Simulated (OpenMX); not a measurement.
Runs of OpenMX 3.8.5 on SiC (Moissanite). The structure is hexagonal, space group P6_3mc (No. 186). Conventional cell: a = 3.076 Å, b = 3.076 Å, c = 5.048 Å, α = 90.00°, β = 90.00°, γ = 120.00°. Si (site symmetry 3m) is surrounded by 4 C at 1.87 to 1.94 Å. C (site symmetry 3m) has 4 Si at 1.87 to 1.94 Å as nearest neighbours. 

```tsv
task	level	potentials or basis	max SCF cycles	grid points, held for all volumes	gap on the mesh (eV)	pressure (GPa)	V0 of scaled cells (Å³/atom)	B0 (GPa)	largest force (eV/Å)
band structure	PBE	OpenMX 2013 PBE set, Si7.0-s3p3d2, C6.0-s3p2d2, grid cutoff 300 Ry	100	-	2.47	4.9	-	-	0.79
band structure	PBE	OpenMX 2013 PBE set, Si7.0-s2p1d1, C6.0-s2p2, grid cutoff 300 Ry	100	-	2.90	5.2	-	-	0.83
band structure	LDA	OpenMX 2013 LDA set, Si7.0-s2p2d1, C6.0-s2p2d1, grid cutoff 300 Ry	100	-	2.56	-1.6	-	-	0.79
band structure	PBE	OpenMX 2013 PBE set, Si7.0-s2p2d1, C6.0-s2p2d1, grid cutoff 300 Ry	100	-	2.66	5.4	-	-	0.81
equation of state	LDA	OpenMX 2013 LDA set, Si7.0-s2p2d1, C6.0-s2p2d1, fixed grid of 28 × 28 × 54 points	-	28 × 28 × 54	-	-	10.27	228	-
equation of state	PBE	OpenMX 2013 PBE set, Si7.0-s2p1d1, C6.0-s2p2, fixed grid of 28 × 28 × 54 points	-	28 × 28 × 54	-	-	(a)	(b)	-
```

Alike in all rows: no spin polarisation; cell as given; k mesh 11 × 11 × 5; smearing fermi-dirac 0.05 eV.

**Question.** Fill in the values left out.

**Answer.** (a) 10.59; (b) 211.

Caveats: the basis of atomic orbitals isn't converged, which shifts pressures, moduli and gaps; the mesh misses the band edges, which the band path finds closer together (some runs); volumes in these bases differ from converged ones by about 1 %, for some elements by several (some runs); the cell was scaled at fixed shape and fractional positions, which overstates the stiffness of a crystal with free parameters, most of all of layers and chains (some runs).

Not every run made on this cell is shown here.
